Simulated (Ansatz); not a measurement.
**TaN under strain**

Method: DFT PBEsol, scalar-relativistic, plane waves, PAW in Ansatz 0.2.0. (420 eV cutoff, 12×12×12 k-mesh, Gaussian smearing of 0.10 eV, no spin polarisation)

The relaxed crystal:

```yaml
crystal:
  lattice:
    - [5.17892, 0.00000, 0.00000]
    - [-2.58946, 4.48508, 0.00000]
    - [0.00000, 0.00000, 2.89600]
  atoms:
    - { symbol: Ta, position: [0.33333, 0.66667, 0.50000] }
    - { symbol: Ta, position: [0.66667, 0.33333, 0.50000] }
    - { symbol: Ta, position: [0.00000, 0.00000, 0.00000] }
    - { symbol: N, position: [0.39337, 0.00000, 0.00000] }
    - { symbol: N, position: [0.60663, 0.60663, 0.00000] }
    - { symbol: N, position: [0.00000, 0.39337, 0.00000] }
```

Deformation: uniaxial strain along c, with the lengths of a and b and the atoms relaxed and the angles held, all within the symmetry that the strain leaves. Energies are extrapolated to zero smearing.

Spin–orbit coupling is left out, which can shift energies with elements as heavy as these.

```csv
strain (%),ΔE (meV/atom),a (Å),b (Å),c (Å)
-3.0,20.8,5.215,5.215,2.809
-2.0,9.0,5.203,5.203,2.838
-1.0,2.2,5.191,5.191,2.867
+0.0,0.0,5.179,5.179,2.896
+1.0,2.1,5.167,5.167,2.925
+2.0,8.1,5.155,5.155,2.954
+3.0,17.9,5.145,5.145,2.983
```

(1) What stiffness (1/V) d²E/dε² at zero strain does a cubic fit over all points give?

(2) How does the free axis a answer a small strain?

Results:

(1) A cubic fit gives (1/V) d²E/dε² = 616 GPa at zero strain (Young's modulus along this axis, angles held).

(2) Between the innermost points its strain is -0.23 times the applied one.